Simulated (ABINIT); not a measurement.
Crystal: MgS (Niningerite).

```
CELL_PARAMETERS angstrom
0.00000 2.60165 2.60165
2.60165 0.00000 2.60165
2.60165 2.60165 0.00000
ATOMIC_POSITIONS crystal
S 0.50000 0.50000 0.50000
Mg 0.00000 0.00000 0.00000
```

Program: ABINIT 10.8.3 (patched build). Alike in all runs: task single point; no spin polarisation; cell as given; k mesh 7 × 7 × 7; smearing fermi-dirac 0.05 eV.

Order these runs on this cell by their pressure, lowest first.
A. level PBEsol; potentials or basis PseudoDojo NC SR PBEsol v0.4.1 standard; cutoff (eV) 1034
B. level LDA; potentials or basis PseudoDojo NC SR LDA v0.4.1 standard; cutoff (eV) 1143
C. level PBE; potentials or basis PseudoDojo NC SR PBE v0.5 stringent; cutoff (eV) 1034

B (-3.2 GPa), A (-1.4 GPa), C (0.7 GPa).

Not every run made on this cell is shown here.
